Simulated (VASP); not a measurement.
# Na (P6_3/mmc) in VASP: further runs

One crystal, Na, is run at these levels: PBE; tasks: single point.

Everything below comes from runs of VASP 6.6.1. Logs are shortened: lines on timing, memory, paths and dates and some standing lists are left out, and cuts for length are marked.

### Step 1. The crystal as given

Symmetry: P6_3/mmc, No. 194, hexagonal system. Conventional cell: a = 3.767 Å, b = 3.767 Å, c = 6.154 Å, α = 90.00°, β = 90.00°, γ = 120.00°. Na (site symmetry -6m2) is surrounded by 12 Na at 3.77 Å.

This isn't the form of Na at room conditions, which is bcc.

### Step 2. Single point, PBE

The input, INCAR:

```
SYSTEM = Na
PREC     = Accurate       ! precision mode
ENCUT    = 650            ! plane-wave cutoff, eV
EDIFF    = 1E-6           ! SCF threshold, eV
ISMEAR   = 0              ! smearing method
SIGMA    = 0.2            ! smearing width, eV
LREAL    = .FALSE.        ! projectors in reciprocal space
LASPH    = .TRUE.         ! aspherical terms in the spheres
NELM     = 100            ! most SCF steps
ALGO     = Normal         ! electronic algorithm
ISIF     = 2              ! what is computed and relaxed
LWAVE    = .FALSE.        ! write WAVECAR
LCHARG   = .FALSE.        ! write CHGCAR
GGA      = PE             ! functional
NBANDS   = 14             ! bands
ADDGRID  = .FALSE.
```

The input, KPOINTS:

```
regular mesh
0
G
  12 12 7
  0 0 0
```

The input, POSCAR:

```
Na
1.0
    3.7670000000      0.0000000000      0.0000000000
   -1.8835000000      3.2623176961      0.0000000000
    0.0000000000      0.0000000000      6.1540000000
Na
2
Direct
    0.6607270000      0.3253030000      0.7651560000
    0.3322080000      0.6634530000      0.2738460000
```

Potentials or basis: VASP PAW PBE potentials, release 64 (Na_pv).

Started as:

```console
> cat potpaw_PBE.64/Na_pv/POTCAR > POTCAR
> mpirun -np 1 vasp_std > vasp.out
```

OUTCAR:

```text
SYSTEM = Na
   PREC = Accurate
   ENCUT = 650
   EDIFF = 1E-6
   ISMEAR = 0
   LREAL = .FALSE.
   LASPH = .TRUE.
   NELM = 100
   ISIF = 2
   GGA = PE

 Found    506 irreducible k-points:

 Following reciprocal coordinates:
            Coordinates               Weight
  0.000000  0.000000  0.000000      1.000000
  0.083333  0.000000  0.000000      2.000000
  0.000000  0.083333  0.000000      2.000000
 -0.083333  0.083333  0.000000      2.000000
  0.166667 -0.000000  0.000000      2.000000
  0.000000  0.166667  0.000000      2.000000
   k-points           NKPTS =    506   k-points in BZ     NKDIM =    506   number of bands    NBANDS=     14
   number of dos      NEDOS =    301   number of ions     NIONS =      2
   total plane-waves  NPLWV =  55296
   dimension x,y,z NGX =    32 NGY =   32 NGZ =   54
   dimension x,y,z NGXF=    64 NGYF=   64 NGZF=  108
   ions per type =               2
   NGX,Y,Z   is equivalent  to a cutoff of  14.12, 14.12, 14.59 a.u.
   NGXF,Y,Z  is equivalent  to a cutoff of  28.24, 28.24, 29.18 a.u.
 SYSTEM =  Na
   PREC   = accura    normal or accurate (medium, high low for compatibility)
   ISTART =      0    job   : 0-new  1-cont  2-samecut
   ICHARG =      2    charge: 1-file 2-atom 10-const
   ISPIN  =      1    spin polarized calculation?
   LNONCOLLINEAR =      F non collinear calculations
   LSORBIT =      F    spin-orbit coupling
   LASPH  =      T    aspherical Exc in radial PAW
   ENCUT  =  650.0 eV  47.77 Ry    6.91 a.u.   7.83  7.83 12.79*2*pi/ulx,y,z
   NELM   =    100;   NELMIN=  2; NELMDL= -5     # of ELM steps
   EDIFF  = 0.1E-05   stopping-criterion for ELM
   LREAL  =      F    real-space projection
   EDIFFG = 0.1E-04   stopping-criterion for IOM
   NSW    =      0    number of steps for IOM
   IBRION =     -1    ionic relax: 0-MD 1-quasi-New 2-CG
   NFREE  =      0    steps in history (QN), initial steepest desc. (CG)
   ISIF   =      2    stress and relaxation
   ISYM   =      2    0-nonsym 1-usesym 2-fastsym
   POTIM  = 0.5000    time-step for ionic-motion
   TEBEG  =    0.0;   TEEND  =   0.0 temperature during run
   PSTRESS=    0.0 pullay stress
   NELECT =      14.0000    total number of electrons
   NUPDOWN=      -1.0000    fix difference up-down
   EMIN   =  10.00;   EMAX   =-10.00  energy-range for DOS
   EFERMI =   0.00;   METHOD = LEGACY
   ISMEAR =     0;   SIGMA  =   0.20  broadening in eV -4-tet -1-fermi 0-gaus
   EFERMI_NEDOS =   21; number of points for ismear=-14 and -15
   IALGO  =     38    algorithm
   IMIX   =      4    mixing-type and parameters
     AMIX     =   0.40;   BMIX     =  1.00
     AMIX_MAG =   1.60;   BMIX_MAG =  1.00
  volume/ion in A,a.u.               =      37.81       255.18
  Fermi-wavevector in a.u.,A,eV,Ry     =   0.933020  1.763153 11.844235  0.870527
  Thomas-Fermi vector in A             =   2.059678
   LORBIT       =      0    0 simple, 1 ext, 2 COOP (PROOUT), +10 PAW based schemes
   GGA     = PE    functional components
   LHFCALC =     F    Hartree Fock is set to
   AEXX    =    0.0000 exact exchange contribution
   IVDW    =     0    specifies the selected vdW correction
   LEPSILON=     F    determine dielectric tensor
   LRPA    =     F    only Hartree local field effects (RPA)
 non-spin polarized calculation
 Gauss-broadening in eV      SIGMA  =   0.20
  energy-cutoff  :      650.00
  volume of cell :       75.63
 maximum number of plane-waves:      2865
   NGX = 15   NGY = 15   NGZ = 25

 number of electron      13.9999994 magnetization

 Free energy of the ion-electron system (eV)
  ---------------------------------------------------
  ext. energy  EPLUGINS =         0.00000000
  ---------------------------------------------------
  free energy    TOTEN  =        -2.63109024 eV

  energy without entropy =       -2.61064428  energy(sigma->0) =       -2.62086726

 E-fermi :   0.2697     XC(G=0):  -6.4498

 val. band max:        0.2543577040   @ k =  -0.1667   0.0833   0.1429
 cond. band min:       0.3440150749   @ k =   0.0833  -0.3333   0.2857
 fundamental gap:      0.0896573709
 Fermi energy:         0.2696584579

 k-point     1 :       0.0000    0.0000    0.0000
  band No.  band energies     occupation
      1     -24.6732      2.00000
      2     -24.6456      2.00000
      3     -24.6452      2.00000
      4     -24.6408      2.00000
      5     -24.6408      2.00000
      6     -24.6406      2.00000
      7      -2.9656      2.00000
      8       0.8247      0.00009
      9       1.2092      0.00000
     10      10.1401      0.00000
     11      10.1480      0.00000
     12      10.4766      0.00000
     13      10.4903      0.00000
     14      10.6403      0.00000

 k-point     2 :       0.0833    0.0000    0.0000
  band No.  band energies     occupation
      1     -24.6725      2.00000
      2     -24.6469      2.00000
      3     -24.6461      2.00000
      4     -24.6425      2.00000
      5     -24.6411      2.00000
      6     -24.6408      2.00000
      7      -2.8642      2.00000
      8       0.9150      0.00001
      9       1.3082      0.00000
     10       8.4828      0.00000
     11       9.3908      0.00000
     12       9.8160      0.00000
     13      11.3516      0.00000
     14      11.4136      0.00000

 k-point     3 :       0.0000    0.0833    0.0000
  band No.  band energies     occupation
      1     -24.6725      2.00000
      2     -24.6472      2.00000
      3     -24.6458      2.00000
      4     -24.6425      2.00000
      5     -24.6411      2.00000
      6     -24.6408      2.00000
      7      -2.8642      2.00000
      8       0.9150      0.00001
      9       1.3082      0.00000
     10       8.4861      0.00000
     11       9.3909      0.00000
     12       9.8146      0.00000
     13      11.3451      0.00000
     14      11.4166      0.00000

 k-point     4 :      -0.0833    0.0833    0.0000
  band No.  band energies     occupation
      1     -24.6725      2.00000
      2     -24.6471      2.00000
      3     -24.6459      2.00000
      4     -24.6425      2.00000
      5     -24.6411      2.00000
      6     -24.6408      2.00000
      7      -2.8642      2.00000
      8       0.9150      0.00001
      9       1.3082      0.00000
     10       8.4845      0.00000
     11       9.3909      0.00000
     12       9.8153      0.00000
     13      11.3478      0.00000
     14      11.4157      0.00000

 k-point     5 :       0.1667   -0.0000    0.0000
  band No.  band energies     occupation
      1     -24.6705      2.00000
      2     -24.6514      2.00000
      3     -24.6475      2.00000
      4     -24.6470      2.00000
      5     -24.6419      2.00000
      6     -24.6416      2.00000
      7      -2.5611      2.00000
      8       1.1860      0.00000
      9       1.6012      0.00000
     10       6.6246      0.00000
     11       8.6479      0.00000
     12       8.8439      0.00000
     13       9.9845      0.00000
     14      10.9710      0.00000

 k-point     6 :       0.0000    0.1667    0.0000
  band No.  band energies     occupation
      1     -24.6704      2.00000
      2     -24.6517      2.00000
      3     -24.6472      2.00000
      4     -24.6471      2.00000
      5     -24.6418      2.00000
      6     -24.6417      2.00000
      7      -2.5611      2.00000
      8       1.1860      0.00000
      9       1.6010      0.00000
     10       6.6278      0.00000
     11       8.6477      0.00000
     12       8.8471      0.00000
     13       9.9819      0.00000
     14      10.9523      0.00000

 [... further k-points ...]

------------------------ aborting loop because EDIFF is reached ----------------------------------------

  FORCE on cell =-STRESS in cart. coord.  units (eV):
  Direction    XX          YY          ZZ          XY          YZ          ZX
  --------------------------------------------------------------------------------------
  -------------------------------------------------------------------------------------
  Total       -0.0579420     -0.0470590     -0.0739589     -0.0031956      0.0005512      0.0003357
  in kB       -1.2275087     -0.9969512     -1.5668284     -0.0676989      0.0116768      0.0071121
  external PRESSURE =      -1.2637628 kB  Pullay stress =       0.0000000 kB

 VOLUME and BASIS-vectors are now :
 -----------------------------------------------------------------------------
  energy-cutoff  :      650.00
  volume of cell :       75.63
      direct lattice vectors                 reciprocal lattice vectors
     3.767000000  0.000000000  0.000000000     0.265463233  0.153265269  0.000000000
    -1.883500000  3.262317696  0.000000000     0.000000000  0.306530538  0.000000000
     0.000000000  0.000000000  6.154000000     0.000000000  0.000000000  0.162495938

 POSITION                                       TOTAL-FORCE (eV/Angst)
 -----------------------------------------------------------------------------------
      1.87625      1.06124      4.70877         0.001002      0.002120      0.036094
      0.00181      2.16439      1.68525        -0.001002     -0.002120     -0.036094
 -----------------------------------------------------------------------------------
    total drift:                                0.000012      0.000009     -0.000003

  FREE ENERGIE OF THE ION-ELECTRON SYSTEM (eV)
  ---------------------------------------------------
  free  energy   TOTEN  =        -2.6310902445 eV

  energy  without entropy=       -2.6106442832  energy(sigma->0) =       -2.62086726
```

It took 4.2 min on 1 thread of Intel Xeon Platinum 8488C (Sapphire Rapids), shared host; peak memory 0.62 GiB.

The run converged, but some of its settings lie outside the range that counts as converged, so its numbers aren't taken as properties of the crystal.

Results:

```
Free energy            : -2.6311 eV
Pressure               : -0.1 GPa
Largest force          : 0.036 eV/Å
Band gap on the k mesh : none (metal or under the smearing width)
```

### Step 3. Single point, PBE

INCAR: that of step 2 with these lines changed.

```diff
@@ -2,3 +2,3 @@
 PREC     = Accurate       ! precision mode
-ENCUT    = 650            ! plane-wave cutoff, eV
+ENCUT    = 520            ! plane-wave cutoff, eV
 EDIFF    = 1E-6           ! SCF threshold, eV
```

The input, KPOINTS:

```
regular mesh
0
G
  14 14 8
  0 0 0
```

The input, POSCAR:

```
Na
1.0
    3.7670000000      0.0000000000      0.0000000000
   -1.8835000000      3.2623176961      0.0000000000
    0.0000000000      0.0000000000      6.1540000000
Na
2
Direct
    0.6666666667      0.3333333333      0.7500000000
    0.3333333333      0.6666666667      0.2500000000
```

Potentials or basis: VASP PAW PBE potentials, release 64 (Na_pv).

Started as:

```console
> cat potpaw_PBE.64/Na_pv/POTCAR > POTCAR
> mpirun -np 1 vasp_std > vasp.out
```

Run time: 55 s. Hardware: 1 thread of Intel Xeon Platinum 8488C (Sapphire Rapids), shared host; peak memory 0.23 GiB.

The run converged, but some of its settings lie outside the range that counts as converged, so its numbers aren't taken as properties of the crystal.

What came out:

```
Free energy            : -2.6333 eV
Pressure               : -0.1 GPa
Band gap on the k mesh : none (metal or under the smearing width)
```

(Continued in part 2 of 2.)
